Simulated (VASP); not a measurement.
Crystal: GaN.

```
CELL_PARAMETERS angstrom
0.00000 2.13524 2.13524
2.13524 0.00000 2.13524
2.13524 2.13524 0.00000
ATOMIC_POSITIONS crystal
Ga 0.00000 0.00000 0.00000
N 0.50000 0.50000 0.50000
```

Measurements of this composition are mostly on another form, of space group No. 186.

```yaml
Program: VASP 6.6.1
Task: relaxation of cell and atoms
Functional: PBEsol
Potentials_or_basis: VASP PAW PBE potentials, release 64 (Ga_d, N)
Cutoff: 600 eV
k_mesh: 6 × 6 × 6
Occupations: gaussian, width 0.02 eV
Spin: no spin polarisation
```

At the start: pressure -7.6 GPa; volume 9.74 Å³/atom.

How do energy, volume and symmetry change on relaxing?

Over 3 steps the energy falls by 8.4 meV/atom and the volume is 9.40 Å³/atom (-3.5 %); space group Fm-3m (No. 225, to 0.05 Å).

Step by step:
```csv
step,energy change (eV),largest force (eV/Å),pressure (GPa),volume (Å³)
1,0.0000,0.0000,-7.64,19.47
2,-0.0019,0.0000,8.13,18.19
3,-0.0167,0.0000,-0.04,18.79
```

Final structure:
```xyz
2
Lattice="0.0000 2.1103 2.1103 2.1103 0.0000 2.1103 2.1103 2.1103 0.0000" Properties=species:S:1:pos:R:3 pbc="T T T"
Ga    0.0000    0.0000    0.0000
N     2.1103    2.1103    2.1103
```

Caveat: the k mesh is coarse (spacing up to 0.42 Å⁻¹), so the values aren't converged; the PAW data sets were made with another functional, which shifts forces and pressure a little.
